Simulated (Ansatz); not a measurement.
Reaction (formal loss of a carbene): `FCC(F)(F)F` → `FC(F)F` + `[CH]F`

Computed with Ansatz on PBE0-D4/def2-TZVP structures; ΔE is electronic, products minus reactants. CCSD(T)/CBS is the MP2 limit (def2-TZVPP, def2-QZVPP) plus CCSD(T) − MP2 in def2-TZVPP, frozen cores. This one scheme is used for every species. Functionals use def2-TZVPP.

| level | ΔE (kcal/mol) | difference from CCSD(T)/CBS |
| --- | --- | --- |
| LDA (SPW92) | 106.3 | 16.8 |
| BLYP-D4 | 85.4 | -4.1 |
| BHLYP-D4 | 90.6 | 1.1 |
| CAM-B3LYP-D4 | 91.6 | 2.1 |
| revPBE | 85.0 | -4.5 |
| CCSD/def2-SVP | 89.6 | 0.1 |
| MP2/def2-TZVPP | 93.8 | 4.3 |
| CCSD/def2-TZVPP | 87.5 | -2.0 |
| CCSD(T)/def2-TZVPP | 87.9 | -1.6 |
| HF/def2-QZVPP | 79.5 | -10.0 |
| CCSD(T)/CBS | 89.5 | 0 |

Largest T1 diagnostic among the species: 0.018.

In def2-TZVPP, CCSD(T) changes the Hartree–Fock value by +8.3 kcal/mol (the triples alone add +0.5 kcal/mol) and MP2 by +14.1 kcal/mol. The D4 term adds +2.1 kcal/mol with B3LYP and +1.1 kcal/mol with PBE0; it sums over pairs of atoms, weighted by their polarisabilities, and B3LYP, whose exchange is more repulsive, gets the larger term. From r2SCAN to r2SCAN0 (25 % exact exchange), in def2-TZVPP and without D4, ΔE moves by +1.1 kcal/mol.

B3LYP here is the variant with VWN-RPA as its local correlation; programs differ in this.

CCSD(T)/CBS has its own doubt, a few kJ/mol and more with outer-core shells, so smaller differences from it don't rank the levels.
